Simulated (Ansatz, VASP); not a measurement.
ZnS in VASP and in Ansatz

```xyz
2
Lattice="0.0000 2.7212 2.7212 2.7212 0.0000 2.7212 2.7212 2.7212 0.0000" Properties=species:S:1:pos:R:3 pbc="T T T"
Zn    0.0000    0.0000    0.0000
S     1.3606    1.3606    1.3606
```

Alike in both runs: functional PBE; k mesh 10 × 10 × 10; occupations gaussian, width 0.02 eV; no spin polarisation.

Ansatz relaxed the structure, and its values are those at the end. VASP's run is a single point on that final structure, the one shown.

```csv
,VASP,Ansatz
version,VASP 6.6.1,Ansatz 0.2.0
potentials or method,"VASP PAW PBE potentials, release 64 (Zn, S)","scalar-relativistic, plane waves, PAW"
plane-wave cutoff (eV),520,420
valence electrons in the cell,18,18
```

VASP gave:

| Quantity | Value |
| --- | --- |
| gap on the k mesh at the Fermi level (eV) | 2.02 |
| least direct gap on the mesh (eV) | 2.02 |
| pressure (GPa) | 0.2 |

Problem. What did Ansatz give for the same quantities?

Solution. gap on the k mesh at the Fermi level (eV): 2.02; least direct gap on the mesh (eV): 2.02; pressure (GPa): 0.0.

The functional is the same, so the differences come from potentials, cutoffs and numerics.

Expect the measured gap to be larger: semilocal functionals such as PBE lack the derivative discontinuity.
